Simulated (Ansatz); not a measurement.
# Carbon, fcc under RPBE: ground state and equation of state

Aim: take carbon in the fcc structure, relax it, solve it on a dense k-mesh, then scale the cell to 7 volumes from 88 to 112 % of the relaxed one and try a fit of the equation of state. Spin polarisation is left out. The k-meshes are 18×18×18 for the relaxation; 28×28×28 for the dense run; 19×19×19 for the volumes.

Method: DFT RPBE, plane waves (420 eV) with PAW, scalar-relativistic; the PAW data stem from PBE, with regenerated cores, in Ansatz 0.2.0.

## Step 1: The system as given

The structure is cubic, space group Fm-3m (No. 225). The conventional cell has a = 2.980 Å, b = 2.980 Å, c = 2.980 Å, α = 90.00°, β = 90.00°, γ = 90.00°. Around C (site symmetry m-3m) lie 12 C at 2.11 Å.

As a file:

```
C
1.0
     0.00000    1.49001    1.49001
     1.49001    0.00000    1.49001
     1.49001    1.49001    0.00000
C
1
Direct
  0.00000 0.00000 0.00000
```

## Step 2: Geometry optimisation

File input.yaml:

```yaml
crystal:
  lattice:
    - [0.0, 1.4900140304, 1.4900140304]
    - [1.4900140304, 0.0, 1.4900140304]
    - [1.4900140304, 1.4900140304, 0.0]
  atoms:
    - { symbol: C, position: [0.0, 0.0, 0.0] }
hamiltonian:
  xc: rpbe
  pseudopotentials:
    kind: paw
    azcp:
      C: "pseudopotentials/C.paw.azcp"
basis:
  ecutwfc: 420
  fft_grid_basis: typed
kpoints:
  mp_grid: { grid: [18, 18, 18], shift: [0, 0, 0] }
magnetization:
  spin_polarized: false
scf:
  occupations: { method: fermi_dirac, width: 0.1 }
relax:
  max_steps: 60
  f_tol: 0.01
  cell: {}
```

What it wrote:

```text
Warning: RAYON_NUM_THREADS=2 ignored (pool sized by the plan → 2); use --threads N
Engine: ansatz 0.2.0, aarch64-unknown-linux-gnu
Pseudopotentials: kind: paw
Pseudopotential: C, paw, valence charge 4, recommended cutoff 420 eV (normal), <dir>
Functional definition: RPBE
  parameter kappa = 0.804
  parameter beta = 0.06672455060314922
  exchange = rpbe_x(kappa = kappa, mu = beta*pi^2/3)
  correlation = pbe_c(beta = beta)
Crystal: 1 atoms, lattice volume = 6.616 Å³
Basis set: ecut = 420 eV, 137 PW (Γ), exchange–correlation on 30×30×30 points (8 copies of the dense FFT grid, shifted against one another)
Bands: 6, of which v1, the nominal top of the filled ones, is band 2 counted from 1 (1 counted from 0)
Symmetry: 48 space group operations
Space group: Fm-3m (ITA 225), of the structure as read, at distance tolerance 1.9e-5 Å
k-points: 195 of 5832
Non-local potential: C, projectors of the file, l = 0: 2, l = 1: 2, l = 2: 1
PAW form: soft (Blöchl's): semilocal exchange-correlation on the pseudo side does not see the compensation charge
PAW frozen core: C, regenerated for the run's functional, and the local potential with it (the file was generated under x = pbe(κ = 0.804, μ = 0.2195149727645171), c = pbe(β = 0.06672455060314922))
PAW one-centre angular grid: C, 110 points (default); XC on 64 Gauss nodes
Initial density: superposition of atomic densities (neutral atoms: chi_scale 0, normalization atom), corrected by the library's trained network
Initial wavefunctions: pseudopotential atomic-orbital guess
Functional: x = rpbe, c = pbe(β = 0.06672455060314922)
SCF iter   1: F=—  HF=-247.645343 eV  |F-HF|=—  |Δ(HF+E_count)|=         —  Δρ=5.35e-3  dr2=5.79e-4  ethr=1.77e-3  ⟨swp⟩=4.8  Hψ=9050  notcnv=0
preconditioner: auto → none  [metal: Δε(μ)=0.034 eV  Ē_g=21.708 eV  σ=0.100 eV  W_gap=0.09  n_scr=0 (ndim 8)  ℏωp=28.9 eV  f_vac=0.000  D(μ)=0.39/eV (n_scr^D=0)]
SCF iter   2: F=—  HF=-247.645347 eV  |F-HF|=—  |Δ(HF+E_count)|=   3.89e-6  Δρ=2.60e-3  dr2=1.36e-4  ethr=1.45e-5  ⟨swp⟩=1.1  Hψ=2741  notcnv=0
SCF iter   3: F=—  HF=-247.645431 eV  |F-HF|=—  |Δ(HF+E_count)|=   8.37e-5  Δρ=4.18e-4  dr2=7.01e-6  ethr=3.40e-6  ⟨swp⟩=2.5  Hψ=1526  notcnv=0
SCF iter   4: F=—  HF=-247.645431 eV  |F-HF|=—  |Δ(HF+E_count)|=   9.33e-8  Δρ=3.26e-4  dr2=4.20e-6  ethr=1.75e-7  ⟨swp⟩=1.0  Hψ=1137  notcnv=0
iter 5 did not close the SCF: its close was put off for the readings that it lacked (scf_convergence_deferred on its scf_iter line)
SCF iter   5: F=-247.645430 eV  HF=-247.645430 eV  |F-HF|=1.04e-9  |Δ(HF+E_count)|=   1.12e-6  Δρ=1.32e-5  dr2=6.25e-9  ethr=1.05e-7  ⟨swp⟩=2.0  Hψ=1513  notcnv=0
SCF iter   6: F=-247.645430 eV  HF=-247.645430 eV  |F-HF|=5.09e-12  |Δ(HF+E_count)|=  5.17e-10  Δρ=3.74e-7  dr2=3.38e-12  ethr=1.56e-10  ⟨swp⟩=1.0  Hψ=3248  notcnv=0
SCF 1 converged in 6 iterations: F = -247.645430 eV  dr2 = 3.38e-12
relax step   1: F+E_penalty+E_count = -247.64542988 eV  Δ(F+E_penalty+E_count) = +0.000e0 eV  max|allowed force component| = 0.000e0 eV/Å  Δτ_max = 0.0000 Å  P = +22.202 GPa  Ω = 6.616 Å³  (6 SCF iters, dr2 threshold 1.00e-7 eV, accepted)
Crystal: 1 atoms, lattice volume = 6.988 Å³
Initial density: handed on by an earlier stage of this run
Initial wavefunctions: those handed on with the density
iter 1 solved again at ethr=5.12e-6 eV; its pass at ethr=3.10e-3 eV (dr2=2.05e-4 eV) is discarded
SCF iter   1: F=—  HF=-247.682109 eV  |F-HF|=—  |Δ(HF+E_count)|=         —  Δρ=2.16e-3  dr2=1.98e-4  ethr=5.12e-6  ⟨swp⟩=1.0  Hψ=11080  notcnv=0
preconditioner: auto → none  [metal: Δε(μ)=0.054 eV  Ē_g=21.011 eV  σ=0.100 eV  W_gap=0.13  n_scr=0 (ndim 8)  ℏωp=28.1 eV  f_vac=0.000  D(μ)=0.40/eV (n_scr^D=0)]
SCF iter   2: F=—  HF=-247.682160 eV  |F-HF|=—  |Δ(HF+E_count)|=   5.14e-5  Δρ=9.24e-4  dr2=3.45e-5  ethr=4.95e-6  ⟨swp⟩=1.0  Hψ=1170  notcnv=0
SCF iter   3: F=—  HF=-247.682189 eV  |F-HF|=—  |Δ(HF+E_count)|=   2.84e-5  Δρ=8.19e-5  dr2=1.81e-7  ethr=8.63e-7  ⟨swp⟩=2.0  Hψ=1551  notcnv=0
SCF iter   4: F=-247.682189 eV  HF=-247.682189 eV  |F-HF|=3.70e-10  |Δ(HF+E_count)|=   3.69e-7  Δρ=2.50e-6  dr2=2.11e-10  ethr=2.50e-9  ⟨swp⟩=3.6  Hψ=2715  notcnv=0
SCF 2 converged in 4 iterations: F = -247.682189 eV  dr2 = 2.11e-10
relax step   2: F+E_penalty+E_count = -247.68218921 eV  Δ(F+E_penalty+E_count) = -3.676e-2 eV  max|allowed force component| = 0.000e0 eV/Å  Δτ_max = 0.0000 Å  P = +10.805 GPa  Ω = 6.988 Å³  energy of the carried Pulay correction = -9.973e-4 eV  (4 SCF iters, dr2 threshold 1.00e-7 eV, accepted)
Crystal: 1 atoms, lattice volume = 7.380 Å³
iter 1 solved again at ethr=4.72e-6 eV; its pass at ethr=3.10e-3 eV (dr2=1.89e-4 eV) is discarded
SCF iter   1: F=—  HF=-247.695436 eV  |F-HF|=—  |Δ(HF+E_count)|=         —  Δρ=2.01e-3  dr2=1.82e-4  ethr=4.72e-6  ⟨swp⟩=1.0  Hψ=11046  notcnv=0
preconditioner: auto → none  [metal: Δε(μ)=0.025 eV  Ē_g=20.345 eV  σ=0.100 eV  W_gap=0.06  n_scr=0 (ndim 8)  ℏωp=27.3 eV  f_vac=0.000  D(μ)=0.41/eV (n_scr^D=0)]
SCF iter   2: F=—  HF=-247.695484 eV  |F-HF|=—  |Δ(HF+E_count)|=   4.78e-5  Δρ=8.60e-4  dr2=3.16e-5  ethr=4.56e-6  ⟨swp⟩=1.0  Hψ=1170  notcnv=0
SCF iter   3: F=—  HF=-247.695510 eV  |F-HF|=—  |Δ(HF+E_count)|=   2.64e-5  Δρ=8.35e-5  dr2=2.02e-7  ethr=7.89e-7  ⟨swp⟩=2.0  Hψ=1550  notcnv=0
SCF iter   4: F=-247.695511 eV  HF=-247.695511 eV  |F-HF|=3.71e-10  |Δ(HF+E_count)|=   4.06e-7  Δρ=2.68e-6  dr2=3.09e-10  ethr=2.50e-9  ⟨swp⟩=3.7  Hψ=2708  notcnv=0
SCF 3 converged in 4 iterations: F = -247.695511 eV  dr2 = 3.09e-10
relax step   3: F+E_penalty+E_count = -247.69551052 eV  Δ(F+E_penalty+E_count) = -1.332e-2 eV  max|allowed force component| = 0.000e0 eV/Å  Δτ_max = 0.0000 Å  P = +1.246 GPa  Ω = 7.380 Å³  energy of the carried Pulay correction = -1.994e-3 eV  (4 SCF iters, dr2 threshold 1.00e-7 eV, accepted)
Crystal: 1 atoms, lattice volume = 7.434 Å³
iter 1 solved again at ethr=8.08e-8 eV; its pass at ethr=3.10e-3 eV (dr2=3.23e-6 eV) is discarded
SCF iter   1: F=—  HF=-247.695599 eV  |F-HF|=—  |Δ(HF+E_count)|=         —  Δρ=2.65e-4  dr2=3.17e-6  ethr=8.08e-8  ⟨swp⟩=2.0  Hψ=10521  notcnv=0
preconditioner: auto → none  [metal: Δε(μ)=0.054 eV  Ē_g=20.256 eV  σ=0.100 eV  W_gap=0.13  n_scr=0 (ndim 8)  ℏωp=27.2 eV  f_vac=0.000  D(μ)=0.41/eV (n_scr^D=0)]
SCF iter   2: F=—  HF=-247.695600 eV  |F-HF|=—  |Δ(HF+E_count)|=   1.86e-6  Δρ=1.13e-4  dr2=5.45e-7  ethr=7.92e-8  ⟨swp⟩=1.0  Hψ=1170  notcnv=0
SCF iter   3: F=-247.695601 eV  HF=-247.695601 eV  |F-HF|=7.08e-9  |Δ(HF+E_count)|=   4.47e-7  Δρ=1.11e-5  dr2=3.61e-9  ethr=2.50e-9  ⟨swp⟩=3.8  Hψ=2817  notcnv=0
SCF 4 converged in 3 iterations: F = -247.695601 eV  dr2 = 3.61e-9
relax step   4: F+E_penalty+E_count = -247.69560093 eV  Δ(F+E_penalty+E_count) = -9.041e-5 eV  max|allowed force component| = 0.000e0 eV/Å  Δτ_max = 0.0000 Å  P = +0.080 GPa  Ω = 7.434 Å³  energy of the carried Pulay correction = -2.128e-3 eV  (3 SCF iters, dr2 threshold 1.00e-7 eV, accepted)
Crystal: 1 atoms, lattice volume = 7.438 Å³
iter 1 solved again at ethr=5.59e-10 eV; its pass at ethr=3.10e-3 eV (dr2=2.24e-8 eV) is discarded
SCF iter   1: F=—  HF=-247.695592 eV  |F-HF|=—  |Δ(HF+E_count)|=         —  Δρ=2.40e-5  dr2=2.21e-8  ethr=5.59e-10  ⟨swp⟩=1.5  Hψ=10380  notcnv=0
preconditioner: auto → none  [metal: Δε(μ)=0.054 eV  Ē_g=20.250 eV  σ=0.100 eV  W_gap=0.13  n_scr=0 (ndim 8)  ℏωp=27.2 eV  f_vac=0.000  D(μ)=0.41/eV (n_scr^D=0)]
SCF iter   2: F=-247.695593 eV  HF=-247.695593 eV  |F-HF|=8.57e-9  |Δ(HF+E_count)|=   1.08e-6  Δρ=1.19e-5  dr2=5.06e-9  ethr=4.00e-10  ⟨swp⟩=1.8  Hψ=3307  notcnv=0
SCF 5 converged in 2 iterations: F = -247.695593 eV  dr2 = 5.06e-9
relax step   5: F+E_penalty+E_count = -247.69559268 eV  Δ(F+E_penalty+E_count) = +8.257e-6 eV  max|allowed force component| = 0.000e0 eV/Å  Δτ_max = 0.0000 Å  P = +0.001 GPa  Ω = 7.438 Å³  energy of the carried Pulay correction = -2.137e-3 eV  (2 SCF iters, dr2 threshold 1.60e-8 eV, accepted)
Initial wavefunctions: pseudopotential atomic-orbital guess (no wavefunctions were taken with the density)
iter 1 solved again at ethr=1.15e-6 eV; its pass at ethr=3.10e-3 eV (dr2=4.61e-5 eV) is discarded
SCF iter   1: F=—  HF=-247.699744 eV  |F-HF|=—  |Δ(HF+E_count)|=         —  Δρ=6.93e-4  dr2=5.74e-6  ethr=1.15e-6  ⟨swp⟩=2.3  Hψ=12085  notcnv=0
preconditioner: auto → none  [metal: Δε(μ)=0.053 eV  Ē_g=20.247 eV  σ=0.100 eV  W_gap=0.13  n_scr=0 (ndim 8)  ℏωp=27.2 eV  f_vac=0.000  D(μ)=0.41/eV (n_scr^D=0)]
SCF iter   2: F=—  HF=-247.699757 eV  |F-HF|=—  |Δ(HF+E_count)|=   1.25e-5  Δρ=3.43e-4  dr2=1.16e-6  ethr=1.43e-7  ⟨swp⟩=2.0  Hψ=1547  notcnv=0
SCF iter   3: F=—  HF=-247.699762 eV  |F-HF|=—  |Δ(HF+E_count)|=   5.11e-6  Δρ=3.63e-5  dr2=1.74e-8  ethr=2.90e-8  ⟨swp⟩=2.0  Hψ=1549  notcnv=0
SCF iter   4: F=—  HF=-247.699762 eV  |F-HF|=—  |Δ(HF+E_count)|=   5.54e-8  Δρ=8.17e-7  dr2=1.14e-11  ethr=4.35e-10  ⟨swp⟩=2.0  Hψ=1550  notcnv=0
SCF iter   5: F=-247.699762 eV  HF=-247.699762 eV  |F-HF|=5.12e-13  |Δ(HF+E_count)|=  2.00e-11  Δρ=9.57e-8  dr2=2.18e-13  ethr=1.00e-12  ⟨swp⟩=4.0  Hψ=2935  notcnv=0
SCF 6 converged in 5 iterations: F = -247.699762 eV  dr2 = 2.18e-13
relax step   6: F+E_penalty+E_count = -247.69976206 eV  Δ(F+E_penalty+E_count) = -4.169e-3 eV  max|allowed force component| = 0.000e0 eV/Å  Δτ_max = 0.0000 Å  P = +0.867 GPa  Ω = 7.438 Å³  stress off target by 8.67e-1 GPa  SCF on the basis re-selected at this cell (its energy is not comparable with the rows above)  (5 SCF iters)
basis re-selected at this cell: Δ(F+E_penalty+E_count) = -4.169e-3 eV, ΔP = +0.866 GPa vs the last step (what re-selecting the basis moved, of the pressure what is left beyond the Pulay correction that the steps carried, after the strain that the cell walked since its last selection, with what the two solves' SCF thresholds leave and, on support functions, any second-order correction that the steps lacked; it is no measure of the basis error at this ecutwfc). This SCF's stress stands 8.67e-1 GPa from its target on what of the cell is left free (relax.cell.stress_tol is 5.00e-2 GPa) and its largest allowed force component is 0.00e0 eV/Å (relax.f_tol is 1.00e-2 eV/Å): not within both, so this SCF does not close the relaxation
Crystal: 1 atoms, lattice volume = 7.480 Å³
iter 1 solved again at ethr=4.20e-8 eV; its pass at ethr=3.10e-3 eV (dr2=1.68e-6 eV) is discarded
SCF iter   1: F=—  HF=-247.699758 eV  |F-HF|=—  |Δ(HF+E_count)|=         —  Δρ=1.86e-4  dr2=1.65e-6  ethr=4.20e-8  ⟨swp⟩=2.1  Hψ=10605  notcnv=0
preconditioner: auto → none  [metal: Δε(μ)=0.053 eV  Ē_g=20.182 eV  σ=0.100 eV  W_gap=0.13  n_scr=0 (ndim 8)  ℏωp=27.2 eV  f_vac=0.000  D(μ)=0.41/eV (n_scr^D=0)]
SCF iter   2: F=—  HF=-247.699759 eV  |F-HF|=—  |Δ(HF+E_count)|=   1.26e-6  Δρ=7.95e-5  dr2=2.88e-7  ethr=4.11e-8  ⟨swp⟩=1.0  Hψ=1170  notcnv=0
SCF iter   3: F=-247.699759 eV  HF=-247.699759 eV  |F-HF|=3.37e-9  |Δ(HF+E_count)|=   2.30e-7  Δρ=7.54e-6  dr2=1.78e-9  ethr=2.50e-9  ⟨swp⟩=3.4  Hψ=2648  notcnv=0
SCF 7 converged in 3 iterations: F = -247.699759 eV  dr2 = 1.78e-9
relax step   7: F+E_penalty+E_count = -247.69975932 eV  Δ(F+E_penalty+E_count) = +2.748e-6 eV  max|allowed force component| = 0.000e0 eV/Å  Δτ_max = 0.0000 Å  P = +0.050 GPa  Ω = 7.480 Å³  energy of the carried Pulay correction = -1.206e-4 eV  (3 SCF iters, dr2 threshold 1.00e-7 eV, accepted)
iter 1 solved again at ethr=6.71e-7 eV; its pass at ethr=3.10e-3 eV (dr2=2.68e-5 eV) is discarded
SCF iter   1: F=—  HF=-247.699881 eV  |F-HF|=—  |Δ(HF+E_count)|=         —  Δρ=2.54e-5  dr2=9.39e-9  ethr=6.71e-7  ⟨swp⟩=2.4  Hψ=12167  notcnv=0
eigensolver tolerance schedule: the retry pair's looser diagonalisation over-reported the residual by 2854.19 of it (diagonalisation noise at 1.61 of the residual, at the tolerance the schedule requests for it); recorded, not acted on — ethr = c·dr2/N_el stays at c = 1.0e-1
preconditioner: auto → none  [metal: Δε(μ)=0.052 eV  Ē_g=20.182 eV  σ=0.100 eV  W_gap=0.13  n_scr=0 (ndim 8)  ℏωp=27.2 eV  f_vac=0.000  D(μ)=0.41/eV (n_scr^D=0)]
SCF iter   2: F=—  HF=-247.699882 eV  |F-HF|=—  |Δ(HF+E_count)|=   8.16e-7  Δρ=1.25e-5  dr2=2.00e-9  ethr=2.35e-10  ⟨swp⟩=2.0  Hψ=1420  notcnv=0
SCF iter   3: F=—  HF=-247.699882 eV  |F-HF|=—  |Δ(HF+E_count)|=   5.08e-9  Δρ=1.14e-6  dr2=2.15e-11  ethr=5.00e-11  ⟨swp⟩=2.3  Hψ=1546  notcnv=0
SCF iter   4: F=-247.699882 eV  HF=-247.699882 eV  |F-HF|=8.53e-14  |Δ(HF+E_count)|=  5.12e-11  Δρ=4.95e-8  dr2=3.50e-14  ethr=1.00e-12  ⟨swp⟩=4.0  Hψ=2928  notcnv=0
SCF 8 converged in 4 iterations: F = -247.699882 eV  dr2 = 3.50e-14
relax step   8: F+E_penalty+E_count = -247.69988217 eV  Δ(F+E_penalty+E_count) = -1.228e-4 eV  max|allowed force component| = 0.000e0 eV/Å  Δτ_max = 0.0000 Å  P = +0.064 GPa  Ω = 7.480 Å³  stress off target by 6.38e-2 GPa  SCF on the basis re-selected at this cell (its energy is not comparable with the rows above)  (4 SCF iters)
basis re-selected at this cell: Δ(F+E_penalty+E_count) = -1.228e-4 eV, ΔP = +0.014 GPa vs the last step (what re-selecting the basis moved, of the pressure what is left beyond the Pulay correction that the steps carried, after the strain that the cell walked since its last selection, with what the two solves' SCF thresholds leave and, on support functions, any second-order correction that the steps lacked; it is no measure of the basis error at this ecutwfc). This SCF's stress stands 6.38e-2 GPa from its target on what of the cell is left free (relax.cell.stress_tol is 5.00e-2 GPa) and its largest allowed force component is 0.00e0 eV/Å (relax.f_tol is 1.00e-2 eV/Å): not within both, so this SCF does not close the relaxation
Crystal: 1 atoms, lattice volume = 7.483 Å³
iter 1 solved again at ethr=2.55e-10 eV; its pass at ethr=3.10e-3 eV (dr2=1.02e-8 eV) is discarded
SCF iter   1: F=—  HF=-247.699873 eV  |F-HF|=—  |Δ(HF+E_count)|=         —  Δρ=1.45e-5  dr2=1.00e-8  ethr=2.55e-10  ⟨swp⟩=2.1  Hψ=10590  notcnv=0
preconditioner: auto → none  [metal: Δε(μ)=0.052 eV  Ē_g=20.176 eV  σ=0.100 eV  W_gap=0.13  n_scr=0 (ndim 8)  ℏωp=27.1 eV  f_vac=0.000  D(μ)=0.41/eV (n_scr^D=0)]
SCF iter   2: F=-247.699873 eV  HF=-247.699873 eV  |F-HF|=1.27e-9  |Δ(HF+E_count)|=   8.28e-7  Δρ=6.21e-6  dr2=1.75e-9  ethr=2.51e-10  ⟨swp⟩=3.0  Hψ=2525  notcnv=0
SCF 9 converged in 2 iterations: F = -247.699873 eV  dr2 = 1.75e-9
relax step   9: F+E_penalty+E_count = -247.69987343 eV  Δ(F+E_penalty+E_count) = +8.735e-6 eV  max|allowed force component| = 0.000e0 eV/Å  Δτ_max = 0.0000 Å  P = +0.000 GPa  Ω = 7.483 Å³  energy of the carried Pulay correction = -9.386e-6 eV  (2 SCF iters, dr2 threshold 1.02e-8 eV, accepted)
iter 1 solved again at ethr=6.50e-7 eV; its pass at ethr=3.10e-3 eV (dr2=2.60e-5 eV) is discarded
SCF iter   1: F=—  HF=-247.699879 eV  |F-HF|=—  |Δ(HF+E_count)|=         —  Δρ=5.48e-6  dr2=1.50e-9  ethr=6.50e-7  ⟨swp⟩=2.3  Hψ=12155  notcnv=0
eigensolver tolerance schedule: the retry pair's looser diagonalisation over-reported the residual by 17344.10 of it (diagonalisation noise at an unbounded share of the residual, at the tolerance the schedule requests for it); recorded, not acted on — ethr = c·dr2/N_el stays at c = 1.0e-1
SCF iter   2: F=—  HF=-247.699880 eV  |F-HF|=—  |Δ(HF+E_count)|=   5.69e-7  Δρ=2.69e-6  dr2=3.46e-10  ethr=3.75e-11  ⟨swp⟩=2.2  Hψ=1553  notcnv=0
SCF iter   3: F=-247.699880 eV  HF=-247.699880 eV  |F-HF|=7.96e-13  |Δ(HF+E_count)|=  4.01e-10  Δρ=1.59e-7  dr2=8.71e-13  ethr=1.00e-12  ⟨swp⟩=2.8  Hψ=4029  notcnv=0
SCF 10 converged in 3 iterations: F = -247.699880 eV  dr2 = 8.71e-13
relax step  10: F+E_penalty+E_count = -247.69987971 eV  Δ(F+E_penalty+E_count) = -6.274e-6 eV  max|allowed force component| = 0.000e0 eV/Å  Δτ_max = 0.0000 Å  P = +0.001 GPa  Ω = 7.483 Å³  stress off target by 8.59e-4 GPa  SCF on the basis re-selected at this cell (its energy is not comparable with the rows above)  (3 SCF iters)
basis re-selected at this cell: Δ(F+E_penalty+E_count) = -6.274e-6 eV, ΔP = +0.000 GPa vs the last step (what re-selecting the basis moved, of the pressure what is left beyond the Pulay correction that the steps carried, after the strain that the cell walked since its last selection, with what the two solves' SCF thresholds leave and, on support functions, any second-order correction that the steps lacked; it is no measure of the basis error at this ecutwfc). This SCF's stress stands 8.59e-4 GPa from its target on what of the cell is left free (relax.cell.stress_tol is 5.00e-2 GPa) and its largest allowed force component is 0.00e0 eV/Å (relax.f_tol is 1.00e-2 eV/Å): within both
SCF converged after 3 iterations
Free energy (F): -247.699880 eV
Harris-Foulkes:  -247.699880 eV  (|F-HF|=7.96e-13)
Internal energy: -247.686729 eV  (E = F + TS)
E sigma→0 (E₀):  -247.693304 eV
Entropy (-TS):   -0.013150 eV (-13.150 meV/atom)
Fermi energy:    10.073267 eV
--- Per-component energies (eV) ---
  E_band       = 12.169084
  E_kinetic    = 76.499817
  E_local      = -43.818382  (includes V_loc(G=0)·N_el)
  E_nonlocal   = 28.277643
  E_hartree    = 5.778744
  E_xc         = -45.986641
  E_vxc        = -56.772408  (∫ρ·V_xc dr)
  E_paw        = -98.314354  (= ΣΔE_a)
  E_vpaw       = -3.575074  (= ΣTr[D̂ρ^β])
  E_aug_tail   = 0.000000  (compensation charges beyond the density's cutoff)
  E_ewald      = -170.108743
  E_core_change = -0.014814  (= ΣΔE_core)
  E_smearing   = -0.013150  (= −TS)
  E_closure    = 0.000000  (closes the sum)
  Σ components = -247.699880   (vs F -247.699880, Δ=0.00e0)
--- Forces (eV/Å), atoms counted from 1 ---
  atom   1  C     -0.00000000    -0.00000000     0.00000000
  max |Σ_I F_I| component: 5.14e-33 eV/Å
--- Stress (GPa, compression-positive) ---
        0.000859       0.000000       0.000000
        0.000000       0.000859       0.000000
        0.000000       0.000000       0.000859
  P = ⅓ Tr σ = 0.0009 GPa (0.009 kbar)
--- Relaxed structure (7 steps of the walk, 7 accepted, 3 SCFs on fresh bases) ---
  F+E_penalty+E_count = -247.69987971 eV   max|allowed force component| = 0.000e0 eV/Å   (the final SCF, on the basis selected at the relaxed cell)
  cell:  # Å, volume = 7.4828 Å³
    - [3.263824517449657e-33, 1.5524278751657101, 1.5524278751657101]
    - [1.5524278751657101, 7.391076094463106e-33, 1.5524278751657101]
    - [1.5524278751657101, 1.5524278751657101, 3.1081769400663095e-33]
  atoms:
    - { symbol: C, position: [0.0, 0.0, 0.0] }
```

Wall time 3.2 s (2 threads of Arm Neoverse V2, shared host); peak memory 0.26 GiB.

The steps of the relaxation:

```
step  energy change (meV/atom)  largest force (eV/Å)  pressure (GPa)  volume (Å³/atom)
   1                      0.00                0.0000           22.20             6.616
   2                    -36.76                0.0000           10.80             6.988
   3                    -50.08                0.0000            1.25             7.380
   4                    -50.17                0.0000            0.08             7.434
   5                    -50.16                0.0000            0.00             7.438
   6                    -54.33                0.0000            0.87             7.438
   7                    -54.33                0.0000            0.05             7.480
   8                    -54.45                0.0000            0.06             7.480
   9                    -54.44                0.0000            0.00             7.483
  10                    -54.45                0.0000            0.00             7.483
```

Steps that repeat a cell are solved on a basis chosen anew, so their changes of energy are no gain of the relaxation.

The cell of the run, before and after:

|  | before | after | change |
| --- | --- | --- | --- |
| a (Å) | 2.107 | 2.195 | +4.2 % |
| b (Å) | 2.107 | 2.195 | +4.2 % |
| c (Å) | 2.107 | 2.195 | +4.2 % |
| volume (Å³/atom) | 6.616 | 7.483 | +13.1 % |
| shortest distance (Å) | 2.107 | 2.195 | +4.2 % |
| space group (spins left aside) | Fm-3m | Fm-3m | same |

## Step 3: Single point on a dense mesh

File input.yaml:

```yaml
crystal:
  lattice:
    - [0.0, 1.5524278752, 1.5524278752]
    - [1.5524278752, 0.0, 1.5524278752]
    - [1.5524278752, 1.5524278752, 0.0]
  atoms:
    - { symbol: C, position: [0.0, 0.0, 0.0] }
hamiltonian:
  xc: rpbe
  pseudopotentials:
    kind: paw
    azcp:
      C: "pseudopotentials/C.paw.azcp"
basis:
  ecutwfc: 420
  fft_grid_basis: typed
kpoints:
  mp_grid: { grid: [28, 28, 28], shift: [0, 0, 0] }
magnetization:
  spin_polarized: false
scf:
  occupations: { method: fermi_dirac, width: 0.1 }
```

What it wrote (excerpt; [...] marks lines left out):

```text
Warning: RAYON_NUM_THREADS=2 ignored (pool sized by the plan → 2); use --threads N
[...]
Pseudopotentials: kind: paw
Pseudopotential: C, paw, valence charge 4, recommended cutoff 420 eV (normal), <dir>
Functional definition: RPBE
[...]
Crystal: 1 atoms, lattice volume = 7.483 Å³
Basis set: ecut = 420 eV, 137 PW (Γ)
Bands: 6, of which v1, the nominal top of the filled ones, is band 2 counted from 1 (1 counted from 0)
Symmetry: 48 space group operations
Space group: Fm-3m (ITA 225), of the structure as read, at distance tolerance 2.0e-5 Å
k-points: 624 of 21952
[...]
SCF iter   1: F=—  HF=-247.699543 eV  |F-HF|=—  |Δ(HF+E_count)|=         —  Δρ=3.99e-3  dr2=2.93e-4  ethr=1.77e-3  ⟨swp⟩=4.9  Hψ=28893  notcnv=0
[...]
SCF iter   6: F=-247.699538 eV  HF=-247.699538 eV  |F-HF|=3.13e-12  |Δ(HF+E_count)|=   1.32e-8  Δρ=4.51e-7  dr2=7.58e-12  ethr=1.04e-9  ⟨swp⟩=1.0  Hψ=10420  notcnv=0
[...]
SCF converged after 6 iterations
Free energy (F): -247.699538 eV
[...]
E sigma→0 (E₀):  -247.693399 eV
Entropy (-TS):   -0.012278 eV (-12.278 meV/atom)
Fermi energy:    10.100690 eV
[...]
```

Run time: 0.87 s. Hardware: 2 threads of Arm Neoverse V2, shared host; peak memory 0.27 GiB.

[end of part 1 of 2]
